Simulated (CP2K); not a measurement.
The system is V.

```
V
1.0
     2.62293    0.00000    0.00000
    -0.87431    2.47292    0.00000
    -0.87431   -1.23646    2.14161
V
1
Direct
  0.00000 0.00000 0.00000
```

Base run:

```yaml
Program: CP2K 2026.2
Functional: RPBE
Potentials_or_basis: POTENTIAL_UZH V GTH-PBE-q13; TZVP-MOLOPT-PBE-GTH basis
Density_cutoff: 6123 eV
k_mesh: 12 × 12 × 12
Occupations: gaussian, width 0.1 eV
Spin: collinear spin, ferromagnetic start
Starting_moments: "[2.0] μB"
```

Its results: band gap on the k mesh none (metal or under the smearing width); pressure -0.5 GPa; net moment 0.06 μB per cell; site moments V +0.06 μB.

Task: The run is repeated on the same cell with these changes: functional from RPBE to PBE; occupations from gaussian, width 0.1 eV to gaussian, width 0.02 eV. What comes out?

Result: Band gap on the k mesh none (metal or under the smearing width); pressure -4.6 GPa; net moment 0.17 μB per cell; site moments V +0.17 μB.

Caveats: the basis of atomic orbitals isn't converged, which shifts pressures, moduli and gaps; the potentials were made for another functional, which shifts forces and pressure (some runs).

Not every run made on this cell is shown here.
